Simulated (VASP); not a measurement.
# MgF2 (P4_2/mnm) in VASP: single point with PBE0

Aim: the single point of MgF2 with PBE0.

Program: VASP 6.6.1. These are calculated values, not measurements. Logs are shortened: lines on timing, memory, paths and dates and some standing lists are left out, and cuts for length are marked.

## 1. Starting point

It takes space group P4_2/mnm (No. 136, tetragonal). Conventional cell: a = 4.624 Å, b = 4.624 Å, c = 3.053 Å, α = 90.00°, β = 90.00°, γ = 90.00°. Mg (site symmetry mmm) has 6 F at 1.98 to 2.00 Å as nearest neighbours. F (site symmetry m2m) has 3 Mg at 1.98 to 2.00 Å as nearest neighbours.

The cell comes from a database or a generator and needn't be the stable form of this composition.

## 2. Single point, PBE0

File POSCAR:

```
MgF2
1.0
    4.6238000000      0.0000000000      0.0000000000
    0.0000000000      4.6238000000      0.0000000000
    0.0000000000      0.0000000000      3.0533400000
Mg F
2 4
Direct
    0.5000000000      0.5000000000      0.5000000000
    0.0000000000      0.0000000000      0.0000000000
    0.6967800000      0.6967800000      0.0000000000
    0.8032200000      0.1967800000      0.5000000000
    0.3032200000      0.3032200000      1.0000000000
    0.1967800000      0.8032200000      0.5000000000
```

File INCAR.step1:

```
ALGO     = Normal         # electronic algorithm
EDIFF    = 1E-5           # SCF threshold, eV
ENCUT    = 520            # plane-wave cutoff, eV
GGA      = PE             # functional
ISIF     = 2              # what is computed and relaxed
ISMEAR   = 0              # smearing method
LASPH    = T              # aspherical terms in the spheres
LREAL    = F              # projectors in reciprocal space
LWAVE    = T              # write WAVECAR
NELM     = 100            # most SCF steps
PREC     = Accurate       # precision mode
SIGMA    = 0.02           # smearing width, eV
```

File INCAR.step2:

```
AEXX     = 0.25           # exact-exchange fraction
ALGO     = Normal         # electronic algorithm
EDIFF    = 1E-6           # SCF threshold, eV
ENCUT    = 520            # plane-wave cutoff, eV
GGA      = PE             # functional
HFRCUT   = -1           
ISIF     = 2              # what is computed and relaxed
ISMEAR   = 0              # smearing method
ISTART   = 1            
LASPH    = T              # aspherical terms in the spheres
LCHARG   = T              # write CHGCAR
LELF     = T              # ELF
LHFCALC  = T              # exact exchange
LREAL    = F              # projectors in reciprocal space
LVHAR    = T            
LWAVE    = F              # write WAVECAR
NELM     = 100            # most SCF steps
PREC     = Accurate       # precision mode
PRECFOCK = Fast         
SIGMA    = 0.02           # smearing width, eV
```

File KPOINTS:

```
k-points
0
Gamma
  4 4 6
```

Potentials or basis: VASP PAW PBE potentials, release 64 (Mg, F).

The run is started by

```bash
> cat potpaw_PBE.64/Mg/POTCAR potpaw_PBE.64/F/POTCAR > POTCAR
> cp INCAR.step1 INCAR
> mpirun -np 1 vasp_std > vasp.out
> cp INCAR.step2 INCAR
> mpirun -np 1 vasp_std > vasp.out
```

OUTCAR:

```text
AEXX = 0.25
   EDIFF = 1E-6
   ENCUT = 520
   GGA = PE
   ISIF = 2
   ISMEAR = 0
   ISTART = 1
   LASPH = T
   LHFCALC = T
   LREAL = F
   NELM = 100
   PREC = Accurate
   PRECFOCK = Fast

 ion  position               nearest neighbor table
   1  0.500  0.500  0.500-   4 1.98   6 1.98   5 2.00   3 2.00   3 2.00   5 2.00   2 3.61   2 3.61
                             2 3.61   2 3.61   2 3.61   2 3.61   2 3.61   2 3.61
   2  0.000  0.000  0.000-   3 1.98   5 1.98   4 2.00   6 2.00   4 2.00   6 2.00   1 3.61   1 3.61
                             1 3.61   1 3.61   1 3.61   1 3.61   1 3.61   1 3.61
   3  0.697  0.697  0.000-   2 1.98   1 2.00   1 2.00
   4  0.803  0.197  0.500-   1 1.98   2 2.00   2 2.00
   5  0.303  0.303  0.000-   2 1.98   1 2.00   1 2.00
   6  0.197  0.803  0.500-   1 1.98   2 2.00   2 2.00

  LATTYP: Found a simple tetragonal cell.
 ALAT       =     4.6238000000
 C/A-ratio  =     0.6603529564

  Lattice vectors:

 A1 = (   4.6238000000,   0.0000000000,   0.0000000000)
 A2 = (   0.0000000000,   4.6238000000,   0.0000000000)
 A3 = (   0.0000000000,   0.0000000000,   3.0533400000)

Analysis of symmetry for initial positions (statically):
=====================================================================
 Subroutine PRICEL returns:
 Original cell was already a primitive cell.

 Routine SETGRP: Setting up the symmetry group for a
 simple tetragonal supercell.

 Subroutine GETGRP returns: Found 16 space group operations
 (whereof  8 operations were pure point group operations)
 out of a pool of 16 trial point group operations.

The static configuration has the point symmetry D_2h.
 The point group associated with its full space group is D_4h.

Analysis of symmetry for dynamics (positions and initial velocities):
=====================================================================
 Subroutine PRICEL returns:
 Original cell was already a primitive cell.

 Routine SETGRP: Setting up the symmetry group for a
 simple tetragonal supercell.

 Subroutine GETGRP returns: Found 16 space group operations
 (whereof  8 operations were pure point group operations)
 out of a pool of 16 trial point group operations.

The dynamic configuration has the point symmetry D_2h.
 The point group associated with its full space group is D_4h.

 Subroutine INISYM returns: Found 16 space group operations
 (whereof  8 operations are pure point group operations),
 and found     1 'primitive' translations

----------------------------------------------------------------------------------------

                                     Primitive cell

  volume of cell :      65.2790

  direct lattice vectors                    reciprocal lattice vectors
     4.623800000  0.000000000  0.000000000     0.216272330  0.000000000  0.000000000
     0.000000000  4.623800000  0.000000000     0.000000000  0.216272330  0.000000000
     0.000000000  0.000000000  3.053340000     0.000000000  0.000000000  0.327510202

  length of vectors
     4.623800000  4.623800000  3.053340000     0.216272330  0.216272330  0.327510202

  position of ions in fractional coordinates (direct lattice)
     0.500000000  0.500000000  0.500000000
     0.000000000  0.000000000  0.000000000
     0.696780000  0.696780000  0.000000000
     0.803220000  0.196780000  0.500000000
     0.303220000  0.303220000  0.000000000
     0.196780000  0.803220000  0.500000000

  ion indices of the primitive-cell ions
   primitive index   ion index
                 1           1
                 2           2
                 3           3
                 4           4
                 5           5
                 6           6

----------------------------------------------------------------------------------------

 KPOINTS: k-points

Automatic generation of k-mesh.
 Grid dimensions read from file:
 generate k-points for:    4    4    6

 Generating k-lattice:

  Cartesian coordinates                     Fractional coordinates (reciprocal lattice)
     0.054068083  0.000000000  0.000000000     0.250000000  0.000000000  0.000000000
     0.000000000  0.054068083  0.000000000     0.000000000  0.250000000  0.000000000
     0.000000000  0.000000000  0.054585034     0.000000000  0.000000000  0.166666667

  Length of vectors
     0.054068083  0.054068083  0.054585034

  Shift w.r.t. Gamma in fractional coordinates (k-lattice)
     0.000000000  0.000000000  0.000000000

 Subroutine IBZKPT returns following result:
 ===========================================

 Found     24 irreducible k-points:

 Following reciprocal coordinates:
            Coordinates               Weight
  0.000000  0.000000  0.000000      1.000000
  0.250000  0.000000  0.000000      4.000000
  0.500000  0.000000  0.000000      2.000000
  0.250000  0.250000  0.000000      4.000000
  0.500000  0.250000  0.000000      4.000000
  0.500000  0.500000  0.000000      1.000000
[... 16 lines left out ...]
  0.500000  0.250000  0.500000      4.000000
  0.500000  0.500000  0.500000      1.000000
   k-points           NKPTS =     24   k-points in BZ     NKDIM =     96   number of bands    NBANDS=     20
   number of dos      NEDOS =    301   number of ions     NIONS =      6
   total plane-waves  NPLWV =  31104
   dimension x,y,z NGX =    36 NGY =   36 NGZ =   24
   dimension x,y,z NGXF=    72 NGYF=   72 NGZF=   48
   ions per type =               2   4
   NGX,Y,Z   is equivalent  to a cutoff of  12.94, 12.94, 13.07 a.u.
   NGXF,Y,Z  is equivalent  to a cutoff of  25.89, 25.89, 26.13 a.u.
 SYSTEM =  unknown system
   PREC   = accura    normal or accurate (medium, high low for compatibility)
   ISTART =      1    job   : 0-new  1-cont  2-samecut
   ICHARG =      0    charge: 1-file 2-atom 10-const
   ISPIN  =      1    spin polarized calculation?
   LNONCOLLINEAR =      F non collinear calculations
   LSORBIT =      F    spin-orbit coupling
   LASPH  =      T    aspherical Exc in radial PAW
   ENCUT  =  520.0 eV  38.22 Ry    6.18 a.u.   8.60  8.60  5.68*2*pi/ulx,y,z
   NELM   =    100;   NELMIN=  2; NELMDL=  0     # of ELM steps
   EDIFF  = 0.1E-05   stopping-criterion for ELM
   LREAL  =      F    real-space projection
   EDIFFG = 0.1E-04   stopping-criterion for IOM
   NSW    =      0    number of steps for IOM
   IBRION =     -1    ionic relax: 0-MD 1-quasi-New 2-CG
   NFREE  =      0    steps in history (QN), initial steepest desc. (CG)
   ISIF   =      2    stress and relaxation
   ISYM   =      3    0-nonsym 1-usesym 2-fastsym
   POTIM  = 0.5000    time-step for ionic-motion
   TEBEG  =    0.0;   TEEND  =   0.0 temperature during run
   PSTRESS=    0.0 pullay stress
   NELECT =      32.0000    total number of electrons
   NUPDOWN=      -1.0000    fix difference up-down
   EMIN   =  10.00;   EMAX   =-10.00  energy-range for DOS
   EFERMI =   0.00;   METHOD = LEGACY
   ISMEAR =     0;   SIGMA  =   0.02  broadening in eV -4-tet -1-fermi 0-gaus
   EFERMI_NEDOS =   21; number of points for ismear=-14 and -15
   IALGO  =     38    algorithm
   IMIX   =      1    mixing-type and parameters
     AMIX     =   0.40;   BMIX     =  1.00
     AMIX_MAG =   1.60;   BMIX_MAG =  1.00
  volume/ion in A,a.u.               =      10.88        73.42
  Fermi-wavevector in a.u.,A,eV,Ry     =   1.290824  2.439304 22.670394  1.666227
  Thomas-Fermi vector in A             =   2.422632
   LORBIT       =      0    0 simple, 1 ext, 2 COOP (PROOUT), +10 PAW based schemes
   GGA     = PE    functional components
   LHFCALC =     T    Hartree Fock is set to
   PRECFOCK=fast      Normal, Fast or Accurate (Low or Medium for compatibility)
   ENCUT4O =  -1.0   cutoff for four orbital integrals eV
   NKREDX  =     1    reduce k-point grid by
   NKREDY  =     1    reduce k-point grid by
   NKREDZ  =     1    reduce k-point grid by
   AEXX    =    0.2500 exact exchange contribution
   HFSCREEN=    0.0000 screening length (either q_TF or 0.3 A-1)
   HFSCREENC=   0.0000 screening length for correlation (either q_TF or 0.3 A-1)
   ENCUTFOCK=  -1.0 apply spherical cutoff to Coloumb kernel
   IVDW    =     0    specifies the selected vdW correction
   LEPSILON=     F    determine dielectric tensor
   LRPA    =     F    only Hartree local field effects (RPA)
 non-spin polarized calculation
 Gauss-broadening in eV      SIGMA  =   0.02
  energy-cutoff  :      520.00
  volume of cell :       65.28
 maximum number of plane-waves:      1779
 NGX is ok and might be reduce to    36
  NGX = 24; NGY = 24; NGZ = 14

 number of electron      32.0000035 magnetization

 Free energy of the ion-electron system (eV)
  ---------------------------------------------------
  ext. energy  EPLUGINS =         0.00000000
  ---------------------------------------------------
  free energy    TOTEN  =       -39.72617124 eV

  energy without entropy =      -39.72617124  energy(sigma->0) =      -39.72617124

 E-fermi :  -3.3108     XC(G=0):  -7.6007

 val. band max:       -3.4042745864   @ k =   0.0000   0.0000   0.0000
 cond. band min:       6.7475620835   @ k =   0.0000   0.0000   0.0000
 fundamental gap:     10.1518366699
 Fermi energy:        -3.3108453311

 k-point     1 :       0.0000    0.0000    0.0000
  band No.  band energies     occupation
      1     -25.7116      2.00000
      2     -24.8800      2.00000
      3     -24.8800      2.00000
      4     -24.7858      2.00000
      5      -7.5841      2.00000
      6      -6.0030      2.00000
[... 12 lines left out ...]
     19      12.0197      0.00000
     20      13.4875      0.00000

 k-point     2 :       0.2500    0.0000    0.0000
  band No.  band energies     occupation
      1     -25.6100      2.00000
      2     -25.0528      2.00000
      3     -24.8523      2.00000
      4     -24.7554      2.00000
      5      -7.3521      2.00000
      6      -6.1316      2.00000
[... 12 lines left out ...]
     19      12.4151      0.00000
     20      13.6537      0.00000

 k-point     3 :       0.5000    0.0000    0.0000
  band No.  band energies     occupation
      1     -25.3501      2.00000
      2     -25.3501      2.00000
      3     -24.7911      2.00000
      4     -24.7911      2.00000
      5      -6.8103      2.00000
      6      -6.8103      2.00000
[... 12 lines left out ...]
     19      13.2911      0.00000
     20      13.2911      0.00000

 k-point     4 :       0.2500    0.2500    0.0000
  band No.  band energies     occupation
      1     -25.5194      2.00000
      2     -25.0816      2.00000
      3     -24.9077      2.00000
      4     -24.7728      2.00000
      5      -7.1508      2.00000
      6      -6.2534      2.00000
[... 429 lines left out ...]
 k-point    23 :       0.5000    0.2500    0.5000
  band No.  band energies     occupation
      1     -25.0404      2.00000
      2     -25.0404      2.00000
      3     -24.8449      2.00000
      4     -24.8449      2.00000
      5      -7.0555      2.00000
      6      -7.0555      2.00000
[... 12 lines left out ...]
     19      13.3807      0.00000
     20      13.3807      0.00000

 k-point    24 :       0.5000    0.5000    0.5000
  band No.  band energies     occupation
      1     -25.0395      2.00000
      2     -25.0395      2.00000
      3     -24.8435      2.00000
      4     -24.8435      2.00000
      5      -7.2636      2.00000
      6      -7.2636      2.00000
[... 12 lines left out ...]
     19      13.2146      0.00000
     20      13.2146      0.00000

------------------------ aborting loop because EDIFF is reached ----------------------------------------

  FORCE on cell =-STRESS in cart. coord.  units (eV):
  Direction    XX          YY          ZZ          XY          YZ          ZX
  --------------------------------------------------------------------------------------
  -------------------------------------------------------------------------------------
  Total        0.1646196      0.1646196      0.0284751      0.0000000      0.0000000      0.0000000
  in kB        4.0403501      4.0403501      0.6988800      0.0000000      0.0000000      0.0000000
  external PRESSURE =       2.9265267 kB  Pullay stress =       0.0000000 kB

 VOLUME and BASIS-vectors are now :
 -----------------------------------------------------------------------------
  energy-cutoff  :      520.00
  volume of cell :       65.28
      direct lattice vectors                 reciprocal lattice vectors
     4.623800000  0.000000000  0.000000000     0.216272330  0.000000000  0.000000000
     0.000000000  4.623800000  0.000000000     0.000000000  0.216272330  0.000000000
     0.000000000  0.000000000  3.053340000     0.000000000  0.000000000  0.327510202

 POSITION                                       TOTAL-FORCE (eV/Angst)
 -----------------------------------------------------------------------------------
      2.31190      2.31190      1.52667         0.000000      0.000000     -0.000000
      0.00000      0.00000      0.00000         0.000000      0.000000     -0.000000
      3.22177      3.22177      0.00000        -0.003135     -0.003135     -0.000000
      3.71393      0.90987      1.52667         0.003135     -0.003135     -0.000000
      1.40203      1.40203      0.00000         0.003135      0.003135      0.000000
      0.90987      3.71393      1.52667        -0.003135      0.003135      0.000000
 -----------------------------------------------------------------------------------
    total drift:                               -0.000000     -0.000000     -0.000000

  FREE ENERGIE OF THE ION-ELECTRON SYSTEM (eV)
  ---------------------------------------------------
  free  energy   TOTEN  =       -39.7261712435 eV

  energy  without entropy=      -39.7261712435  energy(sigma->0) =      -39.72617124
```

Run time: 25 min. Hardware: 1 thread of Intel Xeon 6975P-C (Granite Rapids), shared host; peak memory 0.2 GiB.

What came out:

* Free energy: -39.7262 eV
* Pressure: 0.3 GPa
* Largest force: 0.004 eV/Å
* Band gap on the k mesh: 10.15 eV, direct

Forces on the atoms (eV/Å):
```
Mg   0.000  0.000  0.000
Mg   0.000  0.000  0.000
F   -0.003 -0.003  0.000
F    0.003 -0.003  0.000
F    0.003  0.003  0.000
F   -0.003  0.003  0.000
```

Caveat: the PAW data sets were made with another functional, which shifts forces and pressure a little.
